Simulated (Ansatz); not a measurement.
Structure types of Y at zero pressure

Structure types of Y are relaxed in primitive cells with their symmetry kept at 0 GPa, first on PAW files, then by LAPW. The enthalpy is E + pV at zero temperature, without zero-point motion. Only the types listed were tried, and differences under about 5 meV/atom are mesh noise.

Computed with Ansatz 0.2.0; functional PBE, scalar-relativistic. Settings: Fermi–Dirac smearing of 0.05 eV, no spin polarisation. Methods: LAPW: all electrons, basis error target 0.5 meV/atom; PAW: frozen-core files, cutoff 420 eV.

k meshes: fcc 14×14×14, bcc 14×14×14, hcp 13×13×7.

| start type | ends as | a, b, c (Å) | V (Å³/atom) | H − H(lowest), LAPW (meV/atom) |
| --- | --- | --- | --- | --- |
| fcc | fcc, Fm-3m | 5.064, 5.064, 5.064 | 32.46 | ? |
| bcc | bcc, Im-3m | 4.041, 4.041, 4.041 | 32.98 | ? |
| hcp | hcp, P6_3/mmc | 3.656, 3.656, 5.682 | 32.89 | 0.0 |

Fill in "H − H(lowest), LAPW (meV/atom)" for the row "fcc".

25.3.

What belongs in the row "bcc", column "H − H(lowest), LAPW (meV/atom)"?

122.0.
